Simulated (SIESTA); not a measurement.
TiO2 under changes of volume

One of the cells (10.435 Å³/atom); the others are scaled copies at fixed shape and fractional positions:

```xyz
6
Lattice="4.5998 0.0000 0.0000 0.0000 4.5998 0.0000 0.0000 0.0000 2.9592" Properties=species:S:1:pos:R:3 pbc="T T T"
Ti    0.0000    0.0000    1.4796
Ti    2.2999    2.2999    0.0000
O     1.3998    1.3998    1.4796
O     0.9001    3.6997    0.0000
O     3.6997    0.9001    0.0000
O     3.2000    3.2000    1.4796
```

The cell is a database's computed one.

* Program: SIESTA 5.4.2
* Functional: LDA
* Potentials or basis: PseudoDojo 0.4 standard (LDA files)
* Basis: DZP (energy shift 0.003 Ry; two zetas on semicore shells)
* Grid cutoff: 800 Ry
* Energy shift: 0.003 Ry
* k mesh: 4 × 4 × 7
* Occupations: fermi-dirac, width 0.05 eV
* Spin: no spin polarisation

```tsv
volume (Å³/atom)	energy over the lowest point (meV/atom)	pressure (GPa)	gap on the mesh (eV)	largest force (eV/Å)
9.809	13.71	11.4	1.82	0.271
10.018	3.04	5.2	1.77	0.154
10.227	0.00	-0.4	1.73	0.043
10.435	3.78	-5.3	1.68	0.057
10.644	13.69	-9.8	1.64	0.152
10.853	29.14	-13.8	1.60	0.240
11.062	?	?	?	?
```

Task: What does the run at 11.062 Å³/atom give?

Result: Energy over the lowest point 49.51 meV/atom; pressure -17.4 GPa; gap on the mesh 1.56 eV; largest force 0.323 eV/Å.

Worked out: A Birch-Murnaghan fit of order 3 (a polynomial in V^(-2/3)) to the other rows has its minimum at 10.21 Å³/atom with B0 = V·E''(V) = 258 GPa and B' = 4.3 at fixed shape and positions, which overstates the stiffness. It gives 49.54 meV/atom at 11.062 Å³/atom, against the run's 49.51, and -dE/dV = -17.4 GPa, against -17.4. A straight line through the other rows of the gap, of slope -2.18 eV per unit of ln V (its deformation potential), extrapolates to 1.56 eV, against the run's 1.56.

Energies are extrapolated to zero smearing.

Caveats: an odd mesh through Γ misses points on the zone boundary, where band edges often lie; the basis of atomic orbitals isn't converged, which shifts pressures, moduli and gaps.
